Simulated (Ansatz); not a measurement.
**Residual resistivity of an alloy: Cu(111) with 4 layers of random Cu-Os, 2x2**

How strongly does chemical disorder scatter in Cu(111) with 4 layers of random Cu-Os, 2x2?

Program: Ansatz 0.2.0. Level of theory: Ansatz plane-wave DFT, PBE, PAW files; ballistic transport by layer matching (Landauer), zero bias; PAW set soft_1. Results are calculated unless marked as measured.

## 1. Set-up

The cell holds 40 atoms: 32 Cu and 8 Os. Cell: a = 5.112 Å, b = 5.112 Å, c = 20.923 Å, α = 93.5°, β = 86.5°, γ = 120.0°. It derives from Cu. Regions: lead, 24 atoms (24 Cu); scattering region, 16 atoms (8 Os and 8 Cu). The structure is stacked along c, and the current runs across the ab planes.

## 2. With 4 alloy layers

In 4 layers a share of 0.5 of the sites is given to Os at random. The layers about the cell's end stay perfect and serve as the lead. Disorder leaves little or no symmetry, which makes such runs dear. Energies from -0.05 to 0.05 eV in steps of 0.05 eV are too few for the program's thermal sum, so it prints no conductance; for a metal the transmission near the Fermi level serves, at a fraction of the cost.

Contents of input.yaml:

```yaml
crystal:
  lattice:
    - [5.1123254594, 0.0, 0.0]
    - [-2.5561627297, 4.4274037203, 0.0]
    - [1.2780813649, -0.73790062, 20.8709812911]
  atoms:
    - { symbol: Cu, position: [0.9916666667, 0.0083333333, 0.05] }
    - { symbol: Cu, position: [0.9916666667, 0.5083333333, 0.05] }
    - { symbol: Cu, position: [0.4916666667, 0.0083333333, 0.05] }
    - { symbol: Cu, position: [0.4916666667, 0.5083333333, 0.05] }
    - { symbol: Cu, position: [0.1416666667, 0.3583333333, 0.15] }
    - { symbol: Cu, position: [0.1416666667, 0.8583333333, 0.15] }
    - { symbol: Cu, position: [0.6416666667, 0.3583333333, 0.15] }
    - { symbol: Cu, position: [0.6416666667, 0.8583333333, 0.15] }
    - { symbol: Cu, position: [0.2916666667, 0.2083333333, 0.25] }
    - { symbol: Cu, position: [0.2916666667, 0.7083333333, 0.25] }
    - { symbol: Cu, position: [0.7916666667, 0.2083333333, 0.25] }
    - { symbol: Cu, position: [0.7916666667, 0.7083333333, 0.25] }
    - { symbol: Os, position: [0.9416666667, 0.0583333333, 0.35] }
    - { symbol: Cu, position: [0.9416666667, 0.5583333333, 0.35] }
    - { symbol: Cu, position: [0.4416666667, 0.0583333333, 0.35] }
    - { symbol: Cu, position: [0.4416666667, 0.5583333333, 0.35] }
    - { symbol: Os, position: [0.0916666667, 0.4083333333, 0.45] }
    - { symbol: Cu, position: [0.0916666667, 0.9083333333, 0.45] }
    - { symbol: Os, position: [0.5916666667, 0.4083333333, 0.45] }
    - { symbol: Os, position: [0.5916666667, 0.9083333333, 0.45] }
    - { symbol: Os, position: [0.2416666667, 0.2583333333, 0.55] }
    - { symbol: Cu, position: [0.2416666667, 0.7583333333, 0.55] }
    - { symbol: Cu, position: [0.7416666667, 0.2583333333, 0.55] }
    - { symbol: Cu, position: [0.7416666667, 0.7583333333, 0.55] }
    - { symbol: Os, position: [0.8916666667, 0.1083333333, 0.65] }
    - { symbol: Os, position: [0.8916666667, 0.6083333333, 0.65] }
    - { symbol: Cu, position: [0.3916666667, 0.1083333333, 0.65] }
    - { symbol: Os, position: [0.3916666667, 0.6083333333, 0.65] }
    - { symbol: Cu, position: [0.0416666667, 0.4583333333, 0.75] }
    - { symbol: Cu, position: [0.0416666667, 0.9583333333, 0.75] }
    - { symbol: Cu, position: [0.5416666667, 0.4583333333, 0.75] }
    - { symbol: Cu, position: [0.5416666667, 0.9583333333, 0.75] }
    - { symbol: Cu, position: [0.1916666667, 0.3083333333, 0.85] }
    - { symbol: Cu, position: [0.1916666667, 0.8083333333, 0.85] }
    - { symbol: Cu, position: [0.6916666667, 0.3083333333, 0.85] }
    - { symbol: Cu, position: [0.6916666667, 0.8083333333, 0.85] }
    - { symbol: Cu, position: [0.8416666667, 0.1583333333, 0.95] }
    - { symbol: Cu, position: [0.8416666667, 0.6583333333, 0.95] }
    - { symbol: Cu, position: [0.3416666667, 0.1583333333, 0.95] }
    - { symbol: Cu, position: [0.3416666667, 0.6583333333, 0.95] }
kpoints:
  mp_grid: { grid: [5, 5, 1] }
hamiltonian:
  xc: pbe
  pseudopotentials: { kind: paw, azcp: { folder: soft_1 } }
scf:
  occupations: { method: fermi_dirac, width: 0.1 }
output:
  transmission:
    leads: [[0, 4]]
    kmesh: [10, 10]
    e_range: [-0.05, 0.05]
    de: 0.05
  write_potential: true
  write_density: true
  volumetric_format: npy
```

On the command line:

```console
ansatz run input.yaml --threads 4 --pin off --max-ram 15360MiB --backend cpu --events-out ev --progress --plain --runs-dir out
```

Numbers of over 12 decimals in the logs are rounded to 6 here.

The log of the run:

```text
Engine: ansatz 0.2.0, aarch64-unknown-linux-gnu
Pseudopotentials: kind: paw
Pseudopotential: Cu, paw, valence charge 19, recommended cutoff 420 eV (normal), soft_1/Cu.paw.azcp
Pseudopotential: Os, paw, valence charge 16, recommended cutoff 420 eV (normal), soft_1/Os.paw.azcp
Functional definition: PBE
  parameter kappa = 0.804
  parameter beta = 0.066725
  exchange = pbe_x(kappa = kappa, mu = beta*pi^2/3)
  correlation = pbe_c(beta = beta)
Crystal: 40 atoms, lattice volume = 472.401 Å³
Basis set: ecut = 420 eV, 9295 PW (Γ)
Bands: 442, of which v1, the nominal top of the filled ones, is band 368 counted from 1 (367 counted from 0)
Symmetry: 1 space group operations
Space group: P1 (ITA 1), of the structure as read, at distance tolerance 7.8e-5 Å
k-points: 13 of 25 (time reversal used)
Non-local potential: Cu, projectors of the file, l = 0: 3, l = 1: 2, l = 2: 3, l = 3: 1
Non-local potential: Os, projectors of the file, l = 0: 3, l = 1: 2, l = 2: 2, l = 3: 1
PAW form: soft (Blöchl's): semilocal exchange-correlation on the pseudo side does not see the compensation charge
PAW one-centre angular grid: Cu, 590 points (default); XC on 64 Gauss nodes
PAW one-centre angular grid: Os, 590 points (default); XC on 64 Gauss nodes
Initial density: superposition of atomic densities (chi_scale 0.1, normalization cell, long waves of neutral atoms (reshape's long-wave potential 7.98 eV rms, cloud 2.76 Å wide))
Initial wavefunctions: pseudopotential atomic-orbital guess
Functional: x = pbe(κ = 0.804, μ = 0.219515), c = pbe(β = 0.066725)
SCF iter   1: F=—  HF=-303112.094371 eV  |F-HF|=—  |Δ(HF+E_count)|=         —  Δρ=2.51e-1  dr2=2.24e2  ethr=3.10e-3  ⟨swp⟩=4.0  Hψ=16898  notcnv=0  defer=71
preconditioner: auto → Kerker (q_TF=auto, 2.938 Å⁻¹)  [metal: Δε(μ)=0.004 eV  Ē_g=8.643 eV  σ=0.100 eV  W_gap=0.01  n_scr=212 (ndim 8)  ℏωp=34.8 eV  f_vac=0.000  D(μ)=25.85/eV (n_scr^D=268)]
SCF iter   2: F=—  HF=-303089.799838 eV  |F-HF|=—  |Δ(HF+E_count)|=    2.23e1  Δρ=7.64e-2  dr2=3.11e1  ethr=3.10e-3  ⟨swp⟩=2.0  Hψ=11260  notcnv=0  defer=583
SCF iter   3: F=—  HF=-303085.348433 eV  |F-HF|=—  |Δ(HF+E_count)|=    4.45e0  Δρ=4.64e-2  dr2=1.65e1  ethr=3.10e-3  ⟨swp⟩=2.0  Hψ=6856  notcnv=0  defer=594
SCF iter   4: F=—  HF=-303084.048531 eV  |F-HF|=—  |Δ(HF+E_count)|=    1.30e0  Δρ=1.19e-2  dr2=1.99e0  ethr=2.25e-3  ⟨swp⟩=2.0  Hψ=5390  notcnv=0  defer=594
SCF iter   5: F=—  HF=-303084.225145 eV  |F-HF|=—  |Δ(HF+E_count)|=   1.77e-1  Δρ=6.10e-3  dr2=4.60e-1  ethr=2.71e-4  ⟨swp⟩=1.6  Hψ=6655  notcnv=0  defer=594
SCF iter   6: F=—  HF=-303084.206640 eV  |F-HF|=—  |Δ(HF+E_count)|=   1.85e-2  Δρ=1.58e-3  dr2=5.57e-2  ethr=6.25e-5  ⟨swp⟩=2.0  Hψ=6417  notcnv=0  defer=594
SCF iter   7: F=—  HF=-303084.211332 eV  |F-HF|=—  |Δ(HF+E_count)|=   4.69e-3  Δρ=6.27e-4  dr2=9.29e-3  ethr=7.57e-6  ⟨swp⟩=1.0  Hψ=5145  notcnv=0  defer=594
SCF iter   8: F=—  HF=-303084.211931 eV  |F-HF|=—  |Δ(HF+E_count)|=   5.99e-4  Δρ=7.52e-4  dr2=3.18e-3  ethr=1.26e-6  ⟨swp⟩=2.0  Hψ=9923  notcnv=0  defer=594
SCF iter   9: F=—  HF=-303084.211518 eV  |F-HF|=—  |Δ(HF+E_count)|=   4.13e-4  Δρ=1.52e-4  dr2=3.11e-4  ethr=4.32e-7  ⟨swp⟩=2.0  Hψ=9739  notcnv=0  defer=594
SCF iter  10: F=—  HF=-303084.211548 eV  |F-HF|=—  |Δ(HF+E_count)|=   2.99e-5  Δρ=1.78e-4  dr2=4.29e-4  ethr=4.22e-8  ⟨swp⟩=2.0  Hψ=9194  notcnv=0  defer=594
SCF iter  11: F=—  HF=-303084.211517 eV  |F-HF|=—  |Δ(HF+E_count)|=   3.13e-5  Δρ=3.68e-5  dr2=1.73e-5  ethr=4.22e-8  ⟨swp⟩=2.0  Hψ=6702  notcnv=0  defer=594
SCF iter  12: F=—  HF=-303084.211430 eV  |F-HF|=—  |Δ(HF+E_count)|=   8.69e-5  Δρ=3.36e-5  dr2=1.47e-5  ethr=2.35e-9  ⟨swp⟩=2.0  Hψ=9730  notcnv=0  defer=594
SCF iter  13: F=—  HF=-303084.211429 eV  |F-HF|=—  |Δ(HF+E_count)|=   5.92e-7  Δρ=1.92e-5  dr2=3.22e-6  ethr=1.99e-9  ⟨swp⟩=2.1  Hψ=9305  notcnv=0  defer=594
SCF iter  14: F=—  HF=-303084.211429 eV  |F-HF|=—  |Δ(HF+E_count)|=   1.29e-7  Δρ=4.49e-6  dr2=2.97e-7  ethr=4.38e-10  ⟨swp⟩=2.0  Hψ=6964  notcnv=0  defer=594
SCF iter  15: F=-303084.211429 eV  HF=-303084.211429 eV  |F-HF|=9.10e-8  |Δ(HF+E_count)|=   7.28e-8  Δρ=2.51e-6  dr2=7.37e-8  ethr=1.36e-11  ⟨swp⟩=7.2  Hψ=19258  notcnv=0
SCF 1 converged in 15 iterations: F = -303084.211429 eV  dr2 = 7.37e-8
  greatest PAW one-centre occupation: 1.000 electrons in one spin orbital (limit 2), on the Os atom at site 16 (counted from 0), in its partial waves of l = 0
transmission: 180 of 1716 steps passed
transmission: 351 of 1716 steps passed
[...]
transmission: 1716 of 1716 steps passed
SCF converged after 15 iterations
Free energy (F): -303084.211429 eV
Harris-Foulkes:  -303084.211429 eV  (|F-HF|=9.10e-8)
Internal energy: -303083.511397 eV  (E = F + TS)
E sigma→0 (E₀):  -303083.861413 eV
Entropy (-TS):   -0.700032 eV (-17.501 meV/atom)
Fermi energy:    19.438942 eV
--- Per-component energies (eV) ---
  E_band       = -11356.930276
  E_kinetic    = 12365.988002
  E_local      = -153734.059003  (includes V_loc(G=0)·N_el)
  E_nonlocal   = 30009.838193
  E_hartree    = 65253.200053
  E_xc         = -4102.068583
  E_vxc        = -4852.140331  (∫ρ·V_xc dr)
  E_paw        = -130421.695586  (= ΣΔE_a)
  E_vpaw       = -25652.937289  (= ΣTr[D̂ρ^β])
  E_aug_tail   = 0.036645  (compensation charges beyond the density's cutoff)
  E_ewald      = -122454.751117
  E_smearing   = -0.700032  (= −TS)
  E_closure    = -0.000000  (closes the sum)
  Σ components = -303084.211429   (vs F -303084.211429, Δ=0.00e0)
--- Band table (eV; the first three rows and the last of 13) ---
  k-point 0: bands = [... 364 lower, 19.7601, 19.8776, 19.9386, 20.0267, 20.0860, 20.1128, 20.1498, 20.1690, ... 70 higher]
  k-point 1: bands = [... 364 lower, 19.2940, 19.3318, 19.4150, 19.4844, 19.6065, 19.6650, 19.8105, 19.9050, ... 70 higher]
  k-point 2: bands = [... 364 lower, 19.1278, 19.2229, 19.2451, 19.3395, 19.4099, 19.4677, 19.6439, 19.6772, ... 70 higher]
  k-point 12: bands = [... 364 lower, 18.9685, 19.0977, 19.1867, 19.2855, 19.4669, 19.5875, 19.7734, 19.9031, ... 70 higher]
--- Transmission ---
  basis      : 199 plane waves across, 33 finite elements along
  points     : 52, standing for a mesh of 10 x 10
  energies   : 3 from -0.050000 to 0.050000 eV about the Fermi level, 0.050000 eV apart; the leads are filled to 0.000000 eV, and channels, transmission and decay are at 0.000000 eV
  crystal 0  : Cu4, at the sites [0, 4], period 2.0871 Å, over 12.52 Å; its Hamiltonian steps by up to 35.8 meV: too much for a lead, lay more layers or, if its atoms are ordered, name the step of that order
    offset         : up to 0.0000 Å between an atom of the period and one for which it stands
    channels       : 3.210000e0 a spin
    conductance    : none, the energies end too early or step too widely for 300 K: set another output.transmission.e_range or a lower de, or, where they end at an eighth of basis.ecutwfc, a higher one
  junction   : crystal 0 to crystal 0, 0.70 to 19.48 Å
    transmission   : 1.153421e0 a spin
    conductance    : none, the energies end too early or step too widely for 300 K: set another output.transmission.e_range or a lower de, or, where they end at an eighth of basis.ecutwfc, a higher one
```

Run time: 8.4 min. Hardware: 4 threads of Arm Neoverse V1, shared host; peak memory 4.8 GiB; 30 min of CPU time.

This step gave:

| Quantity | Value |
| --- | --- |
| free energy | -303084.2114 eV |
| energy at zero smearing | -303083.8614 eV |
| Fermi energy | 19.44 eV |
| cell area | 22.63 Å² |
| transmission per spin nearest the Fermi level | 1.153 |
| open channels per spin nearest the Fermi level | 3.21 |
| step of the lead's potential | 35.8 meV |

Per spin. Transmission, zone mean against energy, zero at the Fermi level:

```tsv
energy (eV)	transmission, zone mean
-0.0500	1.15
0.0000	1.15
0.0500	1.14
```

Per spin. The open channels, zone mean, lead stays at 3.21 for energy from -0.05 to 0.05 eV.

Transmission over k1 and k2. At 0.0000 eV from the Fermi level.

Values, 10 rows by 10 columns:
```
1.25 1.20 1.44 0.79 0.98 1.28 1.24 1.10 0.86 0.76
1.03 1.07 1.32 1.30 1.23 1.48 0.71 1.63 1.34 0.87
1.28 1.02 0.44 1.04 1.35 1.53 0.93 1.31 1.43 1.33
1.27 0.65 0.83 1.07 0.84 1.35 1.47 0.87 0.96 1.00
1.27 1.42 1.20 1.19 1.32 1.20 1.32 1.19 1.20 1.42
1.27 1.00 0.96 0.87 1.47 1.35 0.84 1.07 0.83 0.65
1.28 1.33 1.43 1.31 0.93 1.53 1.35 1.04 0.44 1.02
1.03 0.87 1.34 1.63 0.71 1.48 1.23 1.30 1.32 1.07
1.25 0.76 0.86 1.10 1.24 1.28 0.98 0.79 1.44 1.20
1.12 1.22 1.06 1.61 1.35 1.31 1.35 1.61 1.06 1.22
```
Columns: k1 (b1) from -0.5 to 0.4; rows upwards: k2 (b2) from -0.5 to 0.4.

Open channels over k1 and k2. At 0.0000 eV from the Fermi level.

Values, 10 rows by 10 columns:
```
3.00 4.00 3.00 3.00 3.00 4.00 3.00 3.00 3.00 3.00
3.00 3.00 4.00 3.00 3.00 4.00 3.00 3.00 3.00 3.00
3.00 3.00 3.00 4.00 3.00 4.00 3.00 3.00 3.00 3.00
3.00 3.00 3.00 3.00 3.00 3.00 3.00 3.00 3.00 3.00
4.00 4.00 4.00 4.00 3.00 3.00 3.00 4.00 4.00 4.00
3.00 3.00 3.00 3.00 3.00 3.00 3.00 3.00 3.00 3.00
3.00 3.00 3.00 3.00 3.00 4.00 3.00 4.00 3.00 3.00
3.00 3.00 3.00 3.00 3.00 4.00 3.00 3.00 4.00 3.00
3.00 3.00 3.00 3.00 3.00 4.00 3.00 3.00 3.00 4.00
4.00 3.00 3.00 3.00 3.00 4.00 3.00 3.00 3.00 3.00
```
Columns: k1 (b1) from -0.5 to 0.4; rows upwards: k2 (b2) from -0.5 to 0.4.

Over the solved energies the transmission per spin lies between 1.14 and 1.15, out of 3.21 channels of the lead on average (up to 3.21). The log calls the step of a lead's potential too much.

## 3. With 8 alloy layers

In 8 layers a share of 0.5 of the sites is given to Os at random. A fresh draw is used; the growth of the resistance with length is what counts.

System of this step: Cu(111) with 8 layers of random Cu-Os, 2x2. The cell holds 56 atoms: 40 Cu and 16 Os. Cell: a = 5.112 Å, b = 5.112 Å, c = 29.257 Å, α = 87.5°, β = 92.5°, γ = 120.0°. It derives from Cu. Regions: lead, 24 atoms (24 Cu); scattering region, 32 atoms (16 Cu and 16 Os). The structure is stacked along c, and the current runs across the ab planes.

Contents of input.yaml:

```yaml
crystal:
  lattice:
    - [5.1123254594, 0.0, 0.0]
    - [-2.5561627297, 4.4274037203, 0.0]
    - [-1.2780813649, 0.73790062, 29.2193738075]
  atoms:
    - { symbol: Cu, position: [0.005952381, 0.994047619, 0.0357142857] }
    - { symbol: Cu, position: [0.005952381, 0.494047619, 0.0357142857] }
    - { symbol: Cu, position: [0.505952381, 0.994047619, 0.0357142857] }
    - { symbol: Cu, position: [0.505952381, 0.494047619, 0.0357142857] }
    - { symbol: Cu, position: [0.1845238095, 0.3154761905, 0.1071428571] }
    - { symbol: Cu, position: [0.1845238095, 0.8154761905, 0.1071428571] }
    - { symbol: Cu, position: [0.6845238095, 0.3154761905, 0.1071428571] }
    - { symbol: Cu, position: [0.6845238095, 0.8154761905, 0.1071428571] }
    - { symbol: Cu, position: [0.3630952381, 0.1369047619, 0.1785714286] }
    - { symbol: Cu, position: [0.3630952381, 0.6369047619, 0.1785714286] }
    - { symbol: Cu, position: [0.8630952381, 0.1369047619, 0.1785714286] }
    - { symbol: Cu, position: [0.8630952381, 0.6369047619, 0.1785714286] }
    - { symbol: Cu, position: [0.0416666667, 0.9583333333, 0.25] }
    - { symbol: Cu, position: [0.0416666667, 0.4583333333, 0.25] }
    - { symbol: Cu, position: [0.5416666667, 0.9583333333, 0.25] }
    - { symbol: Os, position: [0.5416666667, 0.4583333333, 0.25] }
    - { symbol: Os, position: [0.2202380952, 0.2797619048, 0.3214285714] }
    - { symbol: Cu, position: [0.2202380952, 0.7797619048, 0.3214285714] }
    - { symbol: Os, position: [0.7202380952, 0.2797619048, 0.3214285714] }
    - { symbol: Cu, position: [0.7202380952, 0.7797619048, 0.3214285714] }
    - { symbol: Os, position: [0.3988095238, 0.1011904762, 0.3928571429] }
    - { symbol: Os, position: [0.3988095238, 0.6011904762, 0.3928571429] }
    - { symbol: Cu, position: [0.8988095238, 0.1011904762, 0.3928571429] }
    - { symbol: Os, position: [0.8988095238, 0.6011904762, 0.3928571429] }
    - { symbol: Cu, position: [0.0773809524, 0.9226190476, 0.4642857143] }
    - { symbol: Cu, position: [0.0773809524, 0.4226190476, 0.4642857143] }
    - { symbol: Cu, position: [0.5773809524, 0.9226190476, 0.4642857143] }
    - { symbol: Os, position: [0.5773809524, 0.4226190476, 0.4642857143] }
    - { symbol: Os, position: [0.255952381, 0.244047619, 0.5357142857] }
    - { symbol: Os, position: [0.255952381, 0.744047619, 0.5357142857] }
    - { symbol: Os, position: [0.755952381, 0.244047619, 0.5357142857] }
    - { symbol: Os, position: [0.755952381, 0.744047619, 0.5357142857] }
    - { symbol: Cu, position: [0.4345238095, 0.0654761905, 0.6071428571] }
    - { symbol: Cu, position: [0.4345238095, 0.5654761905, 0.6071428571] }
    - { symbol: Os, position: [0.9345238095, 0.0654761905, 0.6071428571] }
    - { symbol: Os, position: [0.9345238095, 0.5654761905, 0.6071428571] }
    - { symbol: Os, position: [0.1130952381, 0.8869047619, 0.6785714286] }
    - { symbol: Cu, position: [0.1130952381, 0.3869047619, 0.6785714286] }
    - { symbol: Cu, position: [0.6130952381, 0.8869047619, 0.6785714286] }
    - { symbol: Cu, position: [0.6130952381, 0.3869047619, 0.6785714286] }
    - { symbol: Cu, position: [0.2916666667, 0.2083333333, 0.75] }
    - { symbol: Cu, position: [0.2916666667, 0.7083333333, 0.75] }
    - { symbol: Os, position: [0.7916666667, 0.2083333333, 0.75] }
    - { symbol: Os, position: [0.7916666667, 0.7083333333, 0.75] }
    - { symbol: Cu, position: [0.4702380952, 0.0297619048, 0.8214285714] }
    - { symbol: Cu, position: [0.4702380952, 0.5297619048, 0.8214285714] }
    - { symbol: Cu, position: [0.9702380952, 0.0297619048, 0.8214285714] }
    - { symbol: Cu, position: [0.9702380952, 0.5297619048, 0.8214285714] }
    - { symbol: Cu, position: [0.1488095238, 0.8511904762, 0.8928571429] }
    - { symbol: Cu, position: [0.1488095238, 0.3511904762, 0.8928571429] }
    - { symbol: Cu, position: [0.6488095238, 0.8511904762, 0.8928571429] }
    - { symbol: Cu, position: [0.6488095238, 0.3511904762, 0.8928571429] }
    - { symbol: Cu, position: [0.3273809524, 0.1726190476, 0.9642857143] }
    - { symbol: Cu, position: [0.3273809524, 0.6726190476, 0.9642857143] }
    - { symbol: Cu, position: [0.8273809524, 0.1726190476, 0.9642857143] }
    - { symbol: Cu, position: [0.8273809524, 0.6726190476, 0.9642857143] }
kpoints:
  mp_grid: { grid: [5, 5, 1] }
hamiltonian:
  xc: pbe
  pseudopotentials: { kind: paw, azcp: { folder: soft_1 } }
scf:
  occupations: { method: fermi_dirac, width: 0.1 }
output:
  transmission:
    leads: [[0, 4]]
    kmesh: [10, 10]
    e_range: [-0.05, 0.05]
    de: 0.05
  write_potential: true
  write_density: true
  volumetric_format: npy
```

The log of the run:

```text
[...]
Crystal: 56 atoms, lattice volume = 661.361 Å³
Basis set: ecut = 420 eV, 12983 PW (Γ)
Bands: 610, of which v1, the nominal top of the filled ones, is band 508 counted from 1 (507 counted from 0)
Symmetry: 1 space group operations
[...]
k-points: 13 of 25 (time reversal used)
[...]
SCF iter   1: F=—  HF=-447199.986816 eV  |F-HF|=—  |Δ(HF+E_count)|=         —  Δρ=2.43e-1  dr2=7.16e2  ethr=3.10e-3  ⟨swp⟩=4.1  Hψ=23261  notcnv=0  defer=175
[...]
SCF iter  17: F=-447164.915234 eV  HF=-447164.915234 eV  |F-HF|=8.15e-9  |Δ(HF+E_count)|=   1.31e-8  Δρ=5.47e-7  dr2=9.20e-9  ethr=9.84e-12  ⟨swp⟩=7.3  Hψ=26279  notcnv=0
SCF 1 converged in 17 iterations: F = -447164.915234 eV  dr2 = 9.20e-9
[...]
transmission: 267 of 2600 steps passed
transmission: 522 of 2600 steps passed
[...]
transmission: 2600 of 2600 steps passed
SCF converged after 17 iterations
Free energy (F): -447164.915234 eV
[...]
Internal energy: -447163.834354 eV  (E = F + TS)
E sigma→0 (E₀):  -447164.374794 eV
Entropy (-TS):   -1.080880 eV (-19.301 meV/atom)
Fermi energy:    20.746646 eV
[...]
--- Band table (eV; the first three rows and the last of 13) ---
  k-point 0: bands = [... 504 lower, 21.0692, 21.1757, 21.2369, 21.3250, 21.3627, 21.4018, 21.4276, 21.4746, ... 98 higher]
  k-point 1: bands = [... 504 lower, 20.7793, 20.8350, 20.8949, 20.9306, 20.9957, 21.0806, 21.1039, 21.1335, ... 98 higher]
  k-point 2: bands = [... 504 lower, 20.4993, 20.5203, 20.5460, 20.5949, 20.6571, 20.7297, 20.8039, 20.8463, ... 98 higher]
  k-point 12: bands = [... 504 lower, 20.4558, 20.5183, 20.6131, 20.6654, 20.7077, 20.7510, 20.8366, 20.8955, ... 98 higher]
--- Transmission ---
  basis      : 199 plane waves across, 50 finite elements along
  points     : 52, standing for a mesh of 10 x 10
[...]
channels       : 3.170000e0 a spin
[...]
junction   : crystal 0 to crystal 0, 0.70 to 27.83 Å
    transmission   : 6.992053e-1 a spin
[...]
```

It took 17 min on 4 threads; peak memory 8.1 GiB.

Numbers from this step:

- free energy: -447164.9152 eV
- energy at zero smearing: -447164.3748 eV
- Fermi energy: 20.75 eV
- transmission per spin nearest the Fermi level: 0.6992
- open channels per spin nearest the Fermi level: 3.17
- step of the lead's potential: 36.3 meV

Per spin. The transmission, zone mean by energy, zero at the Fermi level:

```tsv
energy (eV)	transmission, zone mean
-0.0500	0.695
0.0000	0.699
0.0500	0.702
```

Over the solved energies the transmission per spin lies between 0.695 and 0.702, out of 3.20 channels of the lead on average (up to 3.21). The log calls the step of a lead's potential too much.

(Part 1 of 2 ends here.)

[Logs are printed without paths, hosts, clocks, repeated set-up lines and the standing remarks that a program may print on its own settings, such as how far it seeks lower states.]

[Hosts, paths, dates, database ids (printed as entryN), source tags and the programs' standing remarks are cut or masked in the printed files.]
